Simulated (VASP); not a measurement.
Write the native input for VASP 6.6.1 that does the following.

```
Task                   : single point
Functional             : PBEsol
Potentials or basis    : VASP PAW PBE potentials, release 64 (Sc_sv)
Cutoff                 : 520 eV
k mesh                 : 10 × 10 × 10
Occupations            : fermi-dirac, width 0.1 eV
Spin                   : no spin polarisation
Dipole correction      : no
Further INCAR settings : ALGO = Normal; EDIFF = 1e-06; NBANDS = 18
```

The structure of Sc lies in POSCAR:

```
Sc
1.0
    0.0000000000      3.0634795768      3.0634795768
    3.0634795768      0.0000000000      3.0634795768
    3.0634795768      3.0634795768      0.0000000000
Sc
2
Direct
    0.1250000000      0.1250000000      0.1250000000
    0.8750000000      0.8750000000      0.8750000000
```

This isn't the form of Sc at room conditions, which is hcp.

One way to write it, as run:

INCAR

```
SYSTEM = Sc
ALGO = Normal
EDIFF = 1E-6
ENCUT = 520
GGA = PS
ISIF = 2
ISMEAR = -1
LASPH = .TRUE.
LCHARG = .FALSE.
LREAL = .FALSE.
LWAVE = .FALSE.
NBANDS = 18
NELM = 80
PREC = Accurate
SIGMA = 0.1
```

KPOINTS

```
k-points
0
G
  10 10 10
  0 0 0
```

Potentials or basis: VASP PAW PBE potentials, release 64 (Sc_sv).

Launch:

```console
$ cat potpaw_PBE.64/Sc_sv/POTCAR > POTCAR
$ mpirun -np 1 vasp_std > vasp.out
```

It gave:

| Item | Value |
| --- | --- |
| Pressure | 1.2 GPa |
| Band gap on the k mesh | none (metal or under the smearing width) |

Caveat: the PAW data sets were made with another functional, which shifts forces and pressure a little.

Run time: 46 s on 1 thread of Intel(R) Xeon(R) Platinum 8488C (Sapphire Rapids), with other jobs on the host, peak memory 0.19 GiB.
